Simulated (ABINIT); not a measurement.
# W (Im-3m) in ABINIT: a series of runs

One crystal, W, is run at these levels: WC, PBEsol, PBE, LDA; tasks: band structure, equation of state.

Everything below comes from runs of ABINIT 10.8.3 (patched build). Logs are shortened: lines on timing, memory, paths and dates and some standing lists are left out, and cuts for length are marked. The log counts tension as positive stress, the text compression.

## 1. The crystal as given

The structure is cubic, space group Im-3m (No. 229). Conventional cell: a = 3.165 Å, b = 3.165 Å, c = 3.165 Å, α = 90.00°, β = 90.00°, γ = 90.00°. W (site symmetry m-3m) is surrounded by 8 W at 2.74 Å.

## 2. Band structure, WC, spin-orbit coupling, no magnetisation

Input file run.abi:

```
ndtset 2

pp_dirpath "./"
pseudos "W.GGA_PBE-JTH.xml"

acell 3*1.0
rprim
    -2.9901986847     2.9901986847     2.9901986847
     2.9901986847    -2.9901986847     2.9901986847
     2.9901986847     2.9901986847    -2.9901986847
ntypat 1
znucl 74
natom 1
typat 1
xred
     0.0000000000     0.0000000000     0.0000000000

ecut 408.170794 eV
pawecutdg 30.0

ixc 23

occopt 3
tsmear 0.05 eV

nspinor 2
nspden 1
pawspnorb 1

nstep 100

iomode 3
prtwf 0
prteig 0
prtebands 0
enunit 1
prtden1 1

kptopt1 4
ngkpt1 12 12 12
nshiftk1 1
shiftk1 0.0 0.0 0.0
nband1 22
tolvrs1 1.0e-9

iscf2 -2
getden2 1
nband2 30
nbdbuf2 2
tolwfr2 1.0e-12
kptopt2 -5
ndivsm2 5
prteig2 1
kptbounds2
     0.0000000000     0.0000000000     0.0000000000
     0.5000000000    -0.5000000000     0.5000000000
     0.0000000000     0.0000000000     0.5000000000
     0.0000000000     0.0000000000     0.0000000000
     0.2500000000     0.2500000000     0.2500000000
     0.5000000000    -0.5000000000     0.5000000000
```

Potentials or basis: JTH PAW PBE v2.0.

Run with:

```bash
> abinit run.abi > log 2>&1
```

run.abo:

```text
.Version 10.8.3 of ABINIT
 DATASET    1 : space group I4 3 2 (#211); Bravais cI (body-center cubic)
================================================================================
 Values of the parameters that define the memory need for DATASET  1.
     intxc =       0    ionmov =       0      iscf =      17    lmnmax =      18
     lnmax =       6     mgfft =      20  mpssoang =       3    mqgrid =    3001
     natom =       1  nloc_mem =       2    nspden =       1   nspinor =       2
    nsppol =       1      nsym =      24    n1xccc =       1    ntypat =       1
    occopt =       3   xclevel =       2
       mpw =         321          nfft =        8000          nkpt =          88
 PAW method is used; the additional fine FFT grid is defined by:
   mgfftf=        27    nfftf =     19683
================================================================================
================================================================================

 DATASET    2 : space group I4 3 2 (#211); Bravais cI (body-center cubic)
================================================================================
 Values of the parameters that define the memory need for DATASET  2.
     intxc =       0    ionmov =       0      iscf =      -2    lmnmax =      18
     lnmax =       6     mgfft =      20  mpssoang =       3    mqgrid =    3001
     natom =       1  nloc_mem =       2    nspden =       1   nspinor =       2
    nsppol =       1      nsym =      24    n1xccc =       1    ntypat =       1
    occopt =       3   xclevel =       2
       mpw =         321          nfft =        8000          nkpt =          30
 PAW method is used; the additional fine FFT grid is defined by:
   mgfftf=        27    nfftf =     19683
================================================================================
================================================================================

--------------------------------------------------------------------------------
------------- Echo of variables that govern the present computation ------------
--------------------------------------------------------------------------------
 -outvars: echo values of preprocessed input variables --------
            acell      1.0000000000E+00  1.0000000000E+00  1.0000000000E+00 Bohr
              amu      1.83850000E+02
             ecut      1.50000000E+01 Hartree
           enunit           1
           getden1          0
           getden2          1
             iscf1         17
             iscf2         -2
                       outvar_i_n : Printing only first  50 k-points.
              ixc          23
           jdtset        1    2
                       outvar_i_n : Printing only first  50 k-points.
           kptopt1          4
           kptopt2         -5
         kptrlatt       12    0    0      0   12    0      0    0   12
          kptrlen1     6.21501126E+01
          kptrlen2     3.00000000E+01
[... 593 lines left out ...]
entropy   :   0.00000000E+00
fermie    :   3.52900192E-01
cartesian_stress_tensor: null
pressure_GPa: null
xred      :
- [  0.0000E+00,   0.0000E+00,   0.0000E+00,  W]
cartesian_forces: null
force_length_stats: {min: null, max: null, mean: null, }
...

 Integrated electronic density in atomic spheres:
 ------------------------------------------------
 Atom  Sphere_radius  Integrated_density
    1        2.41189         11.77666614

================================================================================

 ----iterations are completed or convergence reached----

 Mean square residual over all n,k,spin=   43.489E-14; max=  99.939E-14
 reduced coordinates (array xred) for    1 atoms
       0.000000000000      0.000000000000      0.000000000000

 cartesian coordinates (angstrom) at end:
    1      0.00000000000000     0.00000000000000     0.00000000000000
 length scales=  1.000000000000  1.000000000000  1.000000000000 bohr
              =  0.529177210544  0.529177210544  0.529177210544 angstroms
 Eigenvalues (   eV  ) for nkpt=  30  k points:
 kpt#   1, nband= 30, wtk=  1.00000, kpt=  0.0000  0.0000  0.0000 (reduced coord)
 -64.53663  -64.53663  -34.21592  -34.21592  -25.18719  -25.18719  -25.18719  -25.18719
   0.01880    0.01880    8.21173    8.21173    8.21173    8.21173    8.72027    8.72027
  11.92500   11.92500   11.92500   11.92500   24.56265   24.56265   24.56265   24.56265
  24.56265   24.56265   36.62705   36.62705   36.62705   36.62705
 kpt#   2, nband= 30, wtk=  1.00000, kpt=  0.0714 -0.0714  0.0714 (reduced coord)
 -64.52337  -64.52337  -34.25238  -34.25238  -25.28506  -25.28506  -25.24055  -25.24055
   0.51511    0.51511    8.16906    8.16906    8.31221    8.31221    8.80428    8.80428
  11.21099   11.21099   12.17831   12.17831   25.33315   25.33315   25.38588   25.38588
  25.40868   25.40868   32.26024   32.26024   37.33304   37.34010
 kpt#   3, nband= 30, wtk=  1.00000, kpt=  0.1429 -0.1429  0.1429 (reduced coord)
 -64.48704  -64.48704  -34.35013  -34.35013  -25.53134  -25.53134  -25.39043  -25.39043
   1.86773    1.86773    8.17897    8.17897    8.44515    8.44515    9.22344    9.22344
   9.72536    9.72536   12.78338   12.78338   27.05292   27.05292   27.38890   27.38890
  27.61998   27.61998   27.66766   27.66766   36.05558   36.05559
 kpt#   4, nband= 30, wtk=  1.00000, kpt=  0.2143 -0.2143  0.2143 (reduced coord)
 -64.43760  -64.43760  -34.48145  -34.48145  -25.82356  -25.82356  -25.61111  -25.61111
[... 119 lines left out ...]
 -64.33658  -64.33658  -34.72653  -34.72653  -26.33899  -26.33899  -25.99700  -25.99700
   4.99250    4.99250    5.08523    5.08523    8.69982    8.69982   13.04873   13.04873
  13.23382   13.23382   18.87446   18.87446   20.08549   20.08549   20.65760   20.65760
  30.90754   30.90754   31.05507   31.05507   31.26021   31.26021
 kpt#  29, nband= 30, wtk=  1.00000, kpt=  0.4583 -0.3750  0.4583 (reduced coord)
 -64.31162  -64.31162  -34.77613  -34.77613  -26.30891  -26.30891  -26.20884  -26.20884
   4.12194    4.12194    4.14735    4.14735   12.07143   12.07143   14.07620   14.07620
  14.27232   14.27232   17.88768   17.88768   19.46638   19.46638   19.46825   19.46825
  27.60940   27.60940   32.24123   32.24123   32.29470   32.29470
 kpt#  30, nband= 30, wtk=  1.00000, kpt=  0.5000 -0.5000  0.5000 (reduced coord)
 -64.30228  -64.30228  -34.79750  -34.79750  -26.29529  -26.29529  -26.29529  -26.29529
   3.80025    3.80025    3.80025    3.80025   14.57555   14.57555   14.57555   14.57555
  15.29882   15.29882   16.51125   16.51125   18.78834   18.78834   18.78834   18.78834
  25.61388   25.61388   32.92822   32.92822   32.92822   32.92822

== END DATASET(S) ==============================================================
================================================================================

 -outvars: echo values of variables after computation  --------
            acell      1.0000000000E+00  1.0000000000E+00  1.0000000000E+00 Bohr
           etotal1    -6.9162413758E+01
            fcart1    -0.0000000000E+00 -0.0000000000E+00 -0.0000000000E+00
            rprim     -2.9901986847E+00  2.9901986847E+00  2.9901986847E+00
                       2.9901986847E+00 -2.9901986847E+00  2.9901986847E+00
                       2.9901986847E+00  2.9901986847E+00 -2.9901986847E+00
           strten1     5.0979959723E-05  5.0979959723E-05  5.0979959723E-05
                       0.0000000000E+00  0.0000000000E+00  0.0000000000E+00
 Calculation completed.
```

Wall time 47 s (1 thread of Arm Neoverse V1, shared host); peak memory 0.11 GiB.

What came out:

```
Free energy                                           : -1882.0052 eV
Band gap on the k mesh                                : none (metal or under the smearing width)
Valence electrons inside the program's atomic spheres : W 11.78 (radii [1.2763] Å)
```

Levels at the corners of the path, in eV from the Fermi level:
| point | band 11 | band 12 | band 13 | band 14 | band 15 | band 16 | band 17 | band 18 |
| --- | --- | --- | --- | --- | --- | --- | --- | --- |
| Γ | -1.39 | -1.39 | -1.39 | -1.39 | -0.88 | -0.88 | 2.32 | 2.32 |
| H | -5.80 | -5.80 | 4.97 | 4.97 | 4.97 | 4.97 | 5.70 | 5.70 |
| N | -3.55 | -3.55 | 0.81 | 0.81 | 2.15 | 2.15 | 3.15 | 3.15 |
| Γ | -1.39 | -1.39 | -1.39 | -1.39 | -0.88 | -0.88 | 2.32 | 2.32 |
| P | -2.72 | -2.72 | -2.72 | -2.72 | 3.32 | 3.32 | 3.32 | 3.32 |
| H | -5.80 | -5.80 | 4.97 | 4.97 | 4.97 | 4.97 | 5.70 | 5.70 |

Caveat: the cutoff is too short for stress, so the log's stress isn't used; the PAW data sets were made with another functional, which shifts forces and pressure a little.

## 3. Band structure, PBEsol

Input file run.abi:

```
ndtset 2

pp_dirpath "./"
pseudos "W.GGA_PBE-JTH.xml"

acell 2.7407019351 2.7407019351 2.7407019351 Angstrom
rprim
    -0.5773502692     0.5773502692     0.5773502692
     0.5773502692    -0.5773502692     0.5773502692
     0.5773502692     0.5773502692    -0.5773502692
ntypat 1
znucl 74
natom 1
typat 1
xcart
     0.0000000000     0.0000000000     0.0000000000 Angstrom

ecut 15.0
pawecutdg 30.0

ixc -116133

occopt 3
tsmear 0.00183747

nstep 100

iomode 3
prtwf 0
prteig 0
prtebands 0
enunit 1
prtden1 1
prtvha1 1
prtvclmb1 1
prtpot1 1

kptopt1 1
ngkpt1 12 12 12
nshiftk1 1
shiftk1 0.0 0.0 0.0
nband1 11
tolvrs1 1.0e-9

iscf2 -2
getden2 1
nband2 15
nbdbuf2 2
tolwfr2 1.0e-12
kptopt2 -5
ndivsm2 6
prteig2 1
prtvol2 -3
kptbounds2
     0.0000000000     0.0000000000     0.0000000000
     0.5000000000    -0.5000000000     0.5000000000
     0.0000000000     0.0000000000     0.5000000000
     0.0000000000     0.0000000000     0.0000000000
     0.2500000000     0.2500000000     0.2500000000
     0.5000000000    -0.5000000000     0.5000000000
```

Potentials or basis: JTH PAW PBE v2.0.

Run with:

```bash
> abinit run.abi > log 2>&1
```

Wall time 13 s (1 thread of Arm Neoverse V1, shared host); peak memory 0.11 GiB.

The run converged. Its results:

- Free energy: -1880.1942 eV
- Band gap on the k mesh: none (metal or under the smearing width)
- Valence electrons inside the program's atomic spheres: W 11.76 (radii [1.2763] Å)

Levels at the corners of the path, in eV from the Fermi level:
| point | band 3 | band 4 | band 5 | band 6 | band 7 | band 8 | band 9 | band 10 | band 11 | band 12 |
| --- | --- | --- | --- | --- | --- | --- | --- | --- | --- | --- |
| Γ | -37.64 | -37.64 | -9.57 | -1.15 | -1.15 | -1.15 | 2.31 | 2.31 | 14.96 | 14.96 |
| H | -38.55 | -38.55 | -5.77 | -5.77 | 5.26 | 5.26 | 5.26 | 8.38 | 8.38 | 8.38 |
| N | -38.06 | -37.65 | -6.21 | -3.49 | 0.78 | 2.22 | 3.19 | 6.25 | 11.11 | 11.76 |
| Γ | -37.64 | -37.64 | -9.57 | -1.15 | -1.15 | -1.15 | 2.31 | 2.31 | 14.96 | 14.96 |
| P | -38.30 | -38.30 | -2.88 | -2.88 | -2.88 | 3.36 | 3.36 | 6.67 | 12.39 | 12.39 |
| H | -38.55 | -38.55 | -5.77 | -5.77 | 5.26 | 5.26 | 5.26 | 8.38 | 8.38 | 8.38 |

Caveat: the cutoff is too short for stress, so the log's stress isn't used; the PAW data sets were made with another functional, which shifts forces and pressure a little; spin-orbit coupling is left out, which moves the levels of the heavy elements.

[end of part 1 of 2]
